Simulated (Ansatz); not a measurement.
# CdSe: the cost of one run

Method: DFT PBE, scalar-relativistic, plane waves, PAW, in Ansatz 0.2.0.

## 1. The structure to begin with

Symmetry: Fm-3m, No. 225, cubic system. Conventional cell: a = 5.737 Å, b = 5.737 Å, c = 5.737 Å, α = 90.00°, β = 90.00°, γ = 90.00°. Cd (site symmetry m-3m) is surrounded by 6 Se at 2.87 Å. Se (site symmetry m-3m) has 6 Cd at 2.87 Å as nearest neighbours.

Structure file:

```cif
data_structure
_symmetry_space_group_name_H-M 'P 1'
_symmetry_Int_Tables_number 1
_cell_length_a 4.0568
_cell_length_b 4.0568
_cell_length_c 4.0568
_cell_angle_alpha 60.000
_cell_angle_beta 60.000
_cell_angle_gamma 60.000
_cell_volume 47.21
loop_
_atom_site_label
_atom_site_type_symbol
_atom_site_fract_x
_atom_site_fract_y
_atom_site_fract_z
_atom_site_occupancy
Cd1 Cd 0.00000 0.00000 0.00000 1
Se1 Se 0.50000 0.50000 0.50000 1
```

This cell comes from an earlier session at PBE: 23.604 Å³/atom at 0.00 GPa, on a 10×10×10 mesh.

## 2. Volume × 0.96

input.yaml reads:

```yaml
crystal:
  lattice:
    - [0.0, 2.8297865805, 2.8297865805]
    - [2.8297865805, 0.0, 2.8297865805]
    - [2.8297865805, 2.8297865805, 0.0]
  atoms:
    - { symbol: Cd, position: [0.0, 0.0, 0.0] }
    - { symbol: Se, position: [0.5, 0.5, 0.5] }
basis:
  ecutwfc: 420
  ecutrho_ratio: 4
kpoints:
  mp_grid: { grid: [10, 10, 10] }
hamiltonian:
  xc: pbe
scf:
  occupations: { method: gaussian, width: 0.05 }
output:
  forces: true
  stress: true
  eigenvalues: true
```

Started as:

```bash
> ansatz run input.yaml --threads 1 --pin off --max-ram 2560MiB --backend cpu --events-out ev --progress --plain --runs-dir out
```

What time and memory should one allow on 1 thread of Intel Xeon at 2.70GHz, shared host?

About 2.2 s, with a peak of 0.36 GiB.
